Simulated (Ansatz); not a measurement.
The system is NiO2.

```
CELL_PARAMETERS angstrom
2.91215 0.00000 0.00000
-1.45608 2.52200 0.00000
0.00000 0.00000 10.55527
ATOMIC_POSITIONS crystal
Ni 0.00000 0.00000 0.50000
Ni 0.00000 0.00000 0.00000
O 0.33333 0.66667 0.58908
O 0.33333 0.66667 0.91092
O 0.66667 0.33333 0.41092
O 0.66667 0.33333 0.08908
```

The cell comes from a database or a generator and needn't be the stable form of this composition.

Base run:

```yaml
Program: Ansatz 0.2.0
Functional: PBEsol
Potentials_or_basis: Ansatz PAW
Cutoff: "420 eV (not typed: the program's choice for these potentials)"
k_mesh: 10 × 10 × 3
Occupations: fermi-dirac, width 0.05 eV
Spin: collinear spin, ferromagnetic start
Starting_moments: "[1.0, 1.0, 0.0, 0.0, 0.0, 0.0] μB"
Hubbard_terms: Ni d U = 1 eV
```

Its results: band gap on the k mesh 1.11 eV, indirect (least direct gap 1.33 eV); pressure -15.1 GPa; net moment 0.00 μB per cell; largest force 0.994 eV/Å.

After a change of settings the same cell gave: band gap on the k mesh 1.27 eV, indirect (least direct gap 1.39 eV); pressure -15.0 GPa; net moment 0.00 μB per cell; largest force 0.958 eV/Å. Which change was it?
A. hubbard terms from Ni d U = 1 eV to Ni d U = 2 eV
B. hubbard terms from Ni d U = 1 eV to none; hubbard projectors from ortho-atomic (the default) to none
C. hubbard terms from Ni d U = 1 eV to Ni d U = 6 eV

A.

Caveats: the magnetic or orbital state may not be the lowest; odd divisions of the mesh miss points on the zone boundary, where band edges often lie, so the gap on the mesh can be too wide; the PAW data sets come from PBE, with cores solved anew for the run's functional, which leaves a small shift of forces and pressure; the density of states is complete only up to the lowest level of the last band computed; the starting moments weren't kept.
